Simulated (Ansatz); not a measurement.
# C: the cost of one run

Computed with Ansatz 0.2.0 (DFT PBE, scalar-relativistic, plane waves, PAW, unless a step's input says otherwise).

2 further runs of the same task are left out: 2 set aside as unsound or not needed.

## Step 1: Starting point

The structure is hexagonal, space group P6/mmm (No. 191). The conventional cell has a = 2.466 Å, b = 2.466 Å, c = 8.521 Å, α = 90.00°, β = 90.00°, γ = 120.00°. C (site symmetry -6m2) has 3 C at 1.42 Å as nearest neighbours.

As a file:

```cif
data_structure
_symmetry_space_group_name_H-M 'P 1'
_symmetry_Int_Tables_number 1
_cell_length_a 2.4664
_cell_length_b 2.4664
_cell_length_c 8.5215
_cell_angle_alpha 90.000
_cell_angle_beta 90.000
_cell_angle_gamma 120.000
_cell_volume 44.89
loop_
_atom_site_label
_atom_site_type_symbol
_atom_site_fract_x
_atom_site_fract_y
_atom_site_fract_z
_atom_site_occupancy
C1 C 0.33333 0.66667 0.00000 1
C2 C 0.66667 0.33333 0.00000 1
```

It goes back to an entry of the Materials Project, which need not be the stable form.

This cell was relaxed beforehand with the same method: volume 22.45 Å³/atom, gap on the mesh none (metal).

## Step 2: Bulk reference on the slab's mesh

input.yaml reads:

```yaml
crystal:
  lattice:
    - [2.4663511032, 0.0, 0.0]
    - [-1.2331755516, 2.13592271, 0.0]
    - [0.0, 0.0, 8.5214856148]
  atoms:
    - { symbol: C, position: [0.3333333333, 0.6666666667, 0.0] }
    - { symbol: C, position: [0.6666666667, 0.3333333333, 0.0] }
basis:
  ecutwfc: 420
kpoints:
  mp_grid: { grid: [15, 15, 4] }
hamiltonian:
  xc: pbe
scf:
  occupations: { method: gaussian, width: 0.1 }
output:
  forces: true
  stress: true
  eigenvalues: true
```

Command:

```bash
ansatz run input.yaml --threads 1 --pin off --max-ram 2560MiB --backend cpu --events-out ev --progress --plain --runs-dir out
```

**Question.** How long does this run take on 1 thread of Intel Xeon Platinum 8488C (Sapphire Rapids), shared host, and how much memory does it need?

About 2.2 s, with a peak of 0.36 GiB.
